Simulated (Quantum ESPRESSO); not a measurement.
# Co (P6_3/mmc) in Quantum ESPRESSO: equation of state

Aim: energy against volume of Co in PBEsol, for its equilibrium volume and stiffness.

Program: Quantum ESPRESSO 7.5. These are calculated values, not measurements. Logs are shortened: lines on timing, memory, paths and dates and some standing lists are left out, and cuts for length are marked.

## 1. Starting point

Symmetry: P6_3/mmc, No. 194, hexagonal system. Conventional cell: a = 2.471 Å, b = 2.471 Å, c = 8.088 Å, α = 90.00°, β = 90.00°, γ = 120.00°. Co (site symmetry -6m2) has 12 Co at 2.47 Å as nearest neighbours. Co (site symmetry -3m) is surrounded by 12 Co at 2.47 Å.

## 2. Single point, PBEsol, collinear spin, ferromagnetic start, 10.05 Å³/atom

pw.in

```
&CONTROL
  calculation = 'scf'
  prefix = 'pwscf'
  outdir = './tmp'
  pseudo_dir = './pseudo'
  tprnfor = .true.
  tstress = .true.
  disk_io = 'nowf'
/
&SYSTEM
  ibrav = 0
  nat = 4
  ntyp = 1
  ecutwfc = 56
  ecutrho = 448
  nbnd = 48
  occupations = 'smearing'
  smearing = 'fd'
  degauss = 0.00367493
  nspin = 2
  starting_magnetization(1) = 0.1176
/
&ELECTRONS
  conv_thr = 8d-10
  electron_maxstep = 120
  mixing_beta = 0.3
/
ATOMIC_SPECIES
Co    58.9332 co_pbesol_v1.2.uspp.F.UPF
CELL_PARAMETERS angstrom
   2.4201280013    0.0000000000    0.0000000000
  -1.2100640007    2.0958923296    0.0000000000
   0.0000000000    0.0000000000    7.9231214745
ATOMIC_POSITIONS crystal
Co     0.6666666667    0.3333333333    0.7500000000
Co     0.0000000000    0.0000000000    0.5000000000
Co     0.3333333333    0.6666666667    0.2500000000
Co     0.0000000000    0.0000000000    0.0000000000
K_POINTS automatic
12 12 4 0 0 0
```

Potentials or basis: GBRV 1.5 PBEsol.

Started as:

```
OMP_NUM_THREADS=1 mpirun -n 2 pw.x -nk 2 -in pw.in > pw.out
```

pw.out:

```text
This program is part of the open-source Quantum ESPRESSO suite
     for quantum simulation of materials; please cite
         "P. Giannozzi et al., J. Phys.:Condens. Matter 21 395502 (2009);
         "P. Giannozzi et al., J. Phys.:Condens. Matter 29 465901 (2017);
         "P. Giannozzi et al., J. Chem. Phys. 152 154105 (2020);
     in publications or presentations arising from this work. More details at

     Message from routine setup:
     using ibrav=0 with symmetry is DISCOURAGED, use correct ibrav instead

     K-points division:     npool     =       2
     Subspace diagonalization in iterative solution of the eigenvalue problem:
     a serial algorithm will be used

     G-vector sticks info
     --------------------
     sticks:   dense  smooth     PW     G-vecs:    dense   smooth      PW
     Sum         649     313    109                43505    15275    2729

     Using Slab Decomposition

     bravais-lattice index     =            0
     lattice parameter (alat)  =       4.5734  a.u.
     unit-cell volume          =     271.2066 (a.u.)^3
     number of atoms/cell      =            4
     number of atomic types    =            1
     number of electrons       =        68.00
     number of Kohn-Sham states=           48
     kinetic-energy cutoff     =      56.0000  Ry
     charge density cutoff     =     448.0000  Ry
     scf convergence threshold =      8.0E-10
     mixing beta               =       0.3000
     number of iterations used =            8  plain     mixing
     Exchange-correlation= SLA  PW   PSX  PSC
                           (   1   4  10   8   0   0   0)

     celldm(1)=   4.573379  celldm(2)=   0.000000  celldm(3)=   0.000000
     celldm(4)=   0.000000  celldm(5)=   0.000000  celldm(6)=   0.000000

     crystal axes: (cart. coord. in units of alat)
               a(1) = (   1.000000   0.000000   0.000000 )
               a(2) = (  -0.500000   0.866025   0.000000 )
               a(3) = (   0.000000   0.000000   3.273844 )

     reciprocal axes: (cart. coord. in units 2 pi/alat)
               b(1) = (  1.000000  0.577350 -0.000000 )
               b(2) = (  0.000000  1.154701  0.000000 )
               b(3) = (  0.000000 -0.000000  0.305451 )

     PseudoPot. # 1 for Co read from file:
     co_pbesol_v1.2.uspp.F.UPF
     Pseudo is Ultrasoft + core correction, Zval = 17.0
     Generated by new atomic code, or converted to UPF format
     Using radial grid of  863 points,  6 beta functions with:
                l(1) =   0
                l(2) =   0
                l(3) =   1
                l(4) =   1
                l(5) =   2
                l(6) =   2
     Q(r) pseudized with  8 coefficients,  rinner =    1.200   1.200   1.200
                                                       1.200   1.200

     atomic species   valence    mass     pseudopotential
     Co               17.00    58.93320     Co( 1.00)

     Starting magnetic structure
     atomic species   magnetization
     Co              0.118

     24 Sym. Ops., with inversion, found (12 have fractional translation)

   Cartesian axes

     site n.     atom                  positions (alat units)
         1        Co     tau(   1) = (   0.5000000   0.2886751   2.4553830  )
         2        Co     tau(   2) = (   0.0000000   0.0000000   1.6369220  )
         3        Co     tau(   3) = (  -0.0000000   0.5773503   0.8184610  )
         4        Co     tau(   4) = (   0.0000000   0.0000000   0.0000000  )

     number of k points=    57  Fermi-Dirac smearing, width (Ry)=  0.0037
                       cart. coord. in units 2pi/alat
        k(    1) = (   0.0000000   0.0000000   0.0000000), wk =   0.0017361
        k(    2) = (   0.0000000   0.0000000   0.0763628), wk =   0.0034722
        k(    3) = (   0.0000000   0.0000000  -0.1527257), wk =   0.0017361
        k(    4) = (   0.0000000   0.0962250   0.0000000), wk =   0.0104167
        k(    5) = (   0.0000000   0.0962250   0.0763628), wk =   0.0208333
        k(    6) = (   0.0000000   0.0962250  -0.1527257), wk =   0.0104167
[... 49 lines left out ...]
        k(   56) = (   0.3333333   0.5773503   0.0763628), wk =   0.0069444
        k(   57) = (   0.3333333   0.5773503  -0.1527257), wk =   0.0034722

     Dense  grid:    43505 G-vectors     FFT dimensions: (  32,  32, 108)

     Smooth grid:    15275 G-vectors     FFT dimensions: (  24,  24,  72)

     Check: negative core charge=   -0.000038
     Generating pointlists ...
     new r_m :   0.4125 (alat units)  1.8865 (a.u.) for type    1

     Initial potential from superposition of free atoms

     starting charge      64.0000, renormalised to      68.0000
     Starting wfcs are   52 randomized atomic wfcs

     Self-consistent Calculation

     iteration #  1     ecut=    56.00 Ry     beta= 0.30
     Davidson diagonalization with overlap
     ethr =  1.00E-02,  avg # of iterations =  3.9

     total energy              =   -1187.70252658 Ry
     estimated scf accuracy    <      26.54473534 Ry

     total magnetization       =     3.73 Bohr mag/cell
     absolute magnetization    =     3.85 Bohr mag/cell

     iteration #  2     ecut=    56.00 Ry     beta= 0.30
     Davidson diagonalization with overlap
     ethr =  1.00E-02,  avg # of iterations =  2.5

     total energy              =   -1192.99172635 Ry
     estimated scf accuracy    <       0.53523336 Ry

     total magnetization       =     6.19 Bohr mag/cell
     absolute magnetization    =     6.46 Bohr mag/cell

     iteration #  3     ecut=    56.00 Ry     beta= 0.30
     Davidson diagonalization with overlap
     ethr =  7.87E-04,  avg # of iterations =  2.0

     total energy              =   -1193.05236314 Ry
     estimated scf accuracy    <       1.01243375 Ry

     total magnetization       =     6.16 Bohr mag/cell
     absolute magnetization    =     6.47 Bohr mag/cell

     iteration #  4     ecut=    56.00 Ry     beta= 0.30
     Davidson diagonalization with overlap
     ethr =  7.87E-04,  avg # of iterations =  1.1

     total energy              =   -1193.09037007 Ry
     estimated scf accuracy    <       0.01173873 Ry

     total magnetization       =     6.36 Bohr mag/cell
     absolute magnetization    =     6.67 Bohr mag/cell

     iteration #  5     ecut=    56.00 Ry     beta= 0.30
     Davidson diagonalization with overlap
     ethr =  1.73E-05,  avg # of iterations =  3.9

     total energy              =   -1193.09136410 Ry
     estimated scf accuracy    <       0.00401987 Ry

     total magnetization       =     6.37 Bohr mag/cell
     absolute magnetization    =     6.74 Bohr mag/cell

     iteration #  6     ecut=    56.00 Ry     beta= 0.30
     Davidson diagonalization with overlap
     ethr =  5.91E-06,  avg # of iterations =  2.1

     total energy              =   -1193.09217042 Ry
     estimated scf accuracy    <       0.00060513 Ry

     total magnetization       =     6.41 Bohr mag/cell
     absolute magnetization    =     6.88 Bohr mag/cell

     iteration #  7     ecut=    56.00 Ry     beta= 0.30
     Davidson diagonalization with overlap
     ethr =  8.90E-07,  avg # of iterations =  1.7

     total energy              =   -1193.09239416 Ry
     estimated scf accuracy    <       0.00021477 Ry

     total magnetization       =     6.44 Bohr mag/cell
     absolute magnetization    =     6.95 Bohr mag/cell

     iteration #  8     ecut=    56.00 Ry     beta= 0.30
     Davidson diagonalization with overlap
     ethr =  3.16E-07,  avg # of iterations =  1.5

     total energy              =   -1193.09245759 Ry
     estimated scf accuracy    <       0.00007287 Ry

     total magnetization       =     6.46 Bohr mag/cell
     absolute magnetization    =     6.99 Bohr mag/cell

     iteration #  9     ecut=    56.00 Ry     beta= 0.30
     Davidson diagonalization with overlap
     ethr =  1.07E-07,  avg # of iterations =  1.6

     total energy              =   -1193.09247842 Ry
     estimated scf accuracy    <       0.00001730 Ry

     total magnetization       =     6.48 Bohr mag/cell
     absolute magnetization    =     7.02 Bohr mag/cell

     iteration # 10     ecut=    56.00 Ry     beta= 0.30
     Davidson diagonalization with overlap
     ethr =  2.54E-08,  avg # of iterations =  1.3

     total energy              =   -1193.09247931 Ry
     estimated scf accuracy    <       0.00001162 Ry

     total magnetization       =     6.49 Bohr mag/cell
     absolute magnetization    =     7.03 Bohr mag/cell

     iteration # 11     ecut=    56.00 Ry     beta= 0.30
     Davidson diagonalization with overlap
     ethr =  1.71E-08,  avg # of iterations =  2.1

     total energy              =   -1193.09248687 Ry
     estimated scf accuracy    <       0.00000008 Ry

     total magnetization       =     6.51 Bohr mag/cell
     absolute magnetization    =     7.06 Bohr mag/cell

     iteration # 12     ecut=    56.00 Ry     beta= 0.30
     Davidson diagonalization with overlap
     ethr =  1.16E-10,  avg # of iterations =  2.0

     total energy              =   -1193.09248697 Ry
     estimated scf accuracy    <       0.00000005 Ry

     total magnetization       =     6.50 Bohr mag/cell
     absolute magnetization    =     7.05 Bohr mag/cell

     iteration # 13     ecut=    56.00 Ry     beta= 0.30
     Davidson diagonalization with overlap
     ethr =  6.89E-11,  avg # of iterations =  1.5

     total energy              =   -1193.09248700 Ry
     estimated scf accuracy    <          4.2E-09 Ry

     total magnetization       =     6.51 Bohr mag/cell
     absolute magnetization    =     7.05 Bohr mag/cell

     iteration # 14     ecut=    56.00 Ry     beta= 0.30
     Davidson diagonalization with overlap
     ethr =  6.12E-12,  avg # of iterations =  1.7

     total energy              =   -1193.09248700 Ry
     estimated scf accuracy    <          1.6E-09 Ry

     total magnetization       =     6.50 Bohr mag/cell
     absolute magnetization    =     7.05 Bohr mag/cell

     iteration # 15     ecut=    56.00 Ry     beta= 0.30
     Davidson diagonalization with overlap
     ethr =  2.31E-12,  avg # of iterations =  1.5

     Magnetic moment per site  (integrated on atomic sphere of radius R)
     atom   1 (R=0.413)  charge= 15.5387  magn=  1.7003
     atom   2 (R=0.413)  charge= 15.5431  magn=  1.6790
     atom   3 (R=0.413)  charge= 15.5387  magn=  1.7003
     atom   4 (R=0.413)  charge= 15.5431  magn=  1.6790

     End of self-consistent calculation

     Number of k-points >= 100: set verbosity='high' to print the bands.

     the Fermi energy is    20.1415 ev

!    total energy              =   -1193.09248700 Ry
     estimated scf accuracy    <          1.2E-10 Ry
     smearing contrib. (-TS)   =      -0.00241374 Ry
     internal energy E=F+TS    =   -1193.09007326 Ry

     The total energy is F=E-TS. E is the sum of the following terms:
     one-electron contribution =    -584.54126713 Ry
     hartree contribution      =     339.86317562 Ry
     xc contribution           =    -129.61667918 Ry
     ewald contribution        =    -818.79530257 Ry

     total magnetization       =     6.50 Bohr mag/cell
     absolute magnetization    =     7.05 Bohr mag/cell

     convergence has been achieved in  15 iterations

     Forces acting on atoms (cartesian axes, Ry/au):

     atom    1 type  1   force =     0.00000000   -0.00000000    0.00000000
     atom    2 type  1   force =     0.00000000    0.00000000    0.00000000
     atom    3 type  1   force =     0.00000000    0.00000000    0.00000000
     atom    4 type  1   force =     0.00000000    0.00000000   -0.00000000

     Total force =     0.000000     Total SCF correction =     0.000000

     Computing stress (Cartesian axis) and pressure

          total   stress  (Ry/bohr**3)                   (kbar)     P=       96.65
   0.00076623   0.00000000   0.00000000          112.72        0.00        0.00
   0.00000000   0.00076623   0.00000000            0.00      112.72        0.00
   0.00000000   0.00000000   0.00043853            0.00        0.00       64.51

=------------------------------------------------------------------------------=
   JOB DONE.
=------------------------------------------------------------------------------=
```

Wall time 2.4 min (2 MPI ranks of Arm Neoverse V1, shared host); peak memory 0.44 GiB.

Results:

| Quantity | Value |
| --- | --- |
| Free energy | -16232.8502 eV |
| Pressure | 9.7 GPa |
| Band gap on the k mesh | none (metal or under the smearing width) |
| Net moment | 6.50 μB per cell |
| Absolute moment | 7.05 μB per cell |
| Site moments | Co +1.70, +1.68 μB |
| Valence electrons inside the program's atomic spheres | Co 15.54 |

## 3. Single point, PBEsol, collinear spin, ferromagnetic start, 10.26 Å³/atom

pw.in: that of step 2 with these lines changed.

```diff
@@ -30,5 +30,5 @@
 CELL_PARAMETERS angstrom
-   2.4201280013    0.0000000000    0.0000000000
-  -1.2100640007    2.0958923296    0.0000000000
-   0.0000000000    0.0000000000    7.9231214745
+   2.4371717178    0.0000000000    0.0000000000
+  -1.2185858589    2.1106526210    0.0000000000
+   0.0000000000    0.0000000000    7.9789199430
 ATOMIC_POSITIONS crystal
```

Potentials or basis: GBRV 1.5 PBEsol.

Started as:

```
OMP_NUM_THREADS=1 mpirun -n 2 pw.x -nk 2 -in pw.in > pw.out
```

Run time: 2.4 min. Hardware: 2 MPI ranks of Arm Neoverse V1, shared host; peak memory 0.44 GiB.

The run converged. Its results:

| Property | Result |
| --- | --- |
| Free energy | -16232.8875 eV |
| Pressure | 4.1 GPa |
| Band gap on the k mesh | none (metal or under the smearing width) |
| Net moment | 6.61 μB per cell |
| Absolute moment | 7.17 μB per cell |
| Site moments | Co +1.73, +1.71 μB |
| Valence electrons inside the program's atomic spheres | Co 15.55, 15.56 |

## 4. Single point, PBEsol, collinear spin, ferromagnetic start, 10.47 Å³/atom

pw.in: that of step 3 with these lines changed.

```diff
@@ -30,5 +30,5 @@
 CELL_PARAMETERS angstrom
-   2.4371717178    0.0000000000    0.0000000000
-  -1.2185858589    2.1106526210    0.0000000000
-   0.0000000000    0.0000000000    7.9789199430
+   2.4539803297    0.0000000000    0.0000000000
+  -1.2269901649    2.1252093060    0.0000000000
+   0.0000000000    0.0000000000    8.0339487160
 ATOMIC_POSITIONS crystal
```

Started as:

```
OMP_NUM_THREADS=1 mpirun -n 2 pw.x -nk 2 -in pw.in > pw.out
```

It took 2.6 min on 2 MPI ranks of Arm Neoverse V1, shared host; peak memory 0.44 GiB.

Results (log left out):

```yaml
Free_energy: -16232.8963 eV
Pressure: -1.0 GPa
Band_gap_on_the_k_mesh: none (metal or under the smearing width)
Net_moment: 6.68 μB per cell
Absolute_moment: 7.27 μB per cell
Site_moments: Co +1.75, +1.73 μB
Valence_electrons_inside_the_program's_atomic_spheres: Co 15.57
```

## 5. Single point, PBEsol, collinear spin, ferromagnetic start, 10.69 Å³/atom

pw.in: that of step 4 with these lines changed.

```diff
@@ -30,5 +30,5 @@
 CELL_PARAMETERS angstrom
-   2.4539803297    0.0000000000    0.0000000000
-  -1.2269901649    2.1252093060    0.0000000000
-   0.0000000000    0.0000000000    8.0339487160
+   2.4705617809    0.0000000000    0.0000000000
+  -1.2352808905    2.1395692639    0.0000000000
+   0.0000000000    0.0000000000    8.0882338000
 ATOMIC_POSITIONS crystal
```

Started as:

```
OMP_NUM_THREADS=1 mpirun -n 2 pw.x -nk 2 -in pw.in > pw.out
```

Wall time 2.6 min (2 MPI ranks of Arm Neoverse V1, shared host); peak memory 0.46 GiB.

The run converged. Its results:

```
Free energy                                           : -16232.8793 eV
Pressure                                              : -5.5 GPa
Band gap on the k mesh                                : none (metal or under the smearing width)
Net moment                                            : 6.74 μB per cell
Absolute moment                                       : 7.35 μB per cell
Site moments                                          : Co +1.76, +1.75 μB
Valence electrons inside the program's atomic spheres : Co 15.58, 15.59
```

## 6. Single point, PBEsol, collinear spin, ferromagnetic start, 10.90 Å³/atom

pw.in: that of step 5 with these lines changed.

```diff
@@ -30,5 +30,5 @@
 CELL_PARAMETERS angstrom
-   2.4705617809    0.0000000000    0.0000000000
-  -1.2352808905    2.1395692639    0.0000000000
-   0.0000000000    0.0000000000    8.0882338000
+   2.4869235940    0.0000000000    0.0000000000
+  -1.2434617971    2.1537390097    0.0000000000
+   0.0000000000    0.0000000000    8.1417998233
 ATOMIC_POSITIONS crystal
```

Potentials or basis: GBRV 1.5 PBEsol.

Started as:

```
OMP_NUM_THREADS=1 mpirun -n 2 pw.x -nk 2 -in pw.in > pw.out
```

It took 2.6 min on 2 MPI ranks of Arm Neoverse V1, shared host; peak memory 0.46 GiB.

It converged, with:

```
Free energy                                           : -16232.8395 eV
Pressure                                              : -9.6 GPa
Band gap on the k mesh                                : none (metal or under the smearing width)
Net moment                                            : 6.81 μB per cell
Absolute moment                                       : 7.43 μB per cell
Site moments                                          : Co +1.78, +1.77 μB
Valence electrons inside the program's atomic spheres : Co 15.60
```

## 7. Single point, PBEsol, collinear spin, ferromagnetic start, 11.12 Å³/atom

pw.in: that of step 6 with these lines changed.

```diff
@@ -30,5 +30,5 @@
 CELL_PARAMETERS angstrom
-   2.4869235940    0.0000000000    0.0000000000
-  -1.2434617971    2.1537390097    0.0000000000
-   0.0000000000    0.0000000000    8.1417998233
+   2.5030729010    0.0000000000    0.0000000000
+  -1.2515364506    2.1677247198    0.0000000000
+   0.0000000000    0.0000000000    8.1946701348
 ATOMIC_POSITIONS crystal
```

Started as:

```
OMP_NUM_THREADS=1 mpirun -n 2 pw.x -nk 2 -in pw.in > pw.out
```

Wall time 2.7 min (2 MPI ranks of Arm Neoverse V1, shared host); peak memory 0.46 GiB.

The run converged. Its results:

| Quantity | Value |
| --- | --- |
| Free energy | -16232.7794 eV |
| Pressure | -13.2 GPa |
| Band gap on the k mesh | none (metal or under the smearing width) |
| Net moment | 6.86 μB per cell |
| Absolute moment | 7.51 μB per cell |
| Site moments | Co +1.79, +1.78 μB |
| Valence electrons inside the program's atomic spheres | Co 15.61, 15.62 |

## 8. Single point, PBEsol, collinear spin, ferromagnetic start, 11.33 Å³/atom

pw.in: that of step 7 with these lines changed.

```diff
@@ -30,5 +30,5 @@
 CELL_PARAMETERS angstrom
-   2.5030729010    0.0000000000    0.0000000000
-  -1.2515364506    2.1677247198    0.0000000000
-   0.0000000000    0.0000000000    8.1946701348
+   2.5190164704    0.0000000000    0.0000000000
+  -1.2595082352    2.1815322559    0.0000000000
+   0.0000000000    0.0000000000    8.2468668932
 ATOMIC_POSITIONS crystal
```

Started as:

```
OMP_NUM_THREADS=1 mpirun -n 2 pw.x -nk 2 -in pw.in > pw.out
```

It took 2.6 min on 2 MPI ranks of Arm Neoverse V1, shared host; peak memory 0.48 GiB.

It converged, with:

```
Free energy                                           : -16232.7009 eV
Pressure                                              : -16.4 GPa
Band gap on the k mesh                                : none (metal or under the smearing width)
Net moment                                            : 6.90 μB per cell
Absolute moment                                       : 7.57 μB per cell
Site moments                                          : Co +1.81, +1.80 μB
Valence electrons inside the program's atomic spheres : Co 15.63
```

## 9. Equation of state, PBEsol, collinear spin, ferromagnetic start

Potentials or basis: GBRV 1.5 PBEsol.

This step only gathers the single runs of the series.

What came out:

- Equilibrium volume: 10.44 Å³/atom
- Bulk modulus at fixed shape and positions: 238 GPa
- Pressure derivative of the bulk modulus: 4.5

Energy against volume, from the lowest point:
| volume (Å³/atom) | energy (meV/atom) |
| --- | --- |
| 10.047 | 11.51 |
| 10.261 | 2.19 |
| 10.475 | 0.00 |
| 10.688 | 4.24 |
| 10.902 | 14.19 |
| 11.116 | 29.23 |
| 11.330 | 48.85 |

Caveat: the cell was scaled at fixed shape and fractional positions, which overstates the stiffness of a crystal with free parameters, most of all of layers and chains.
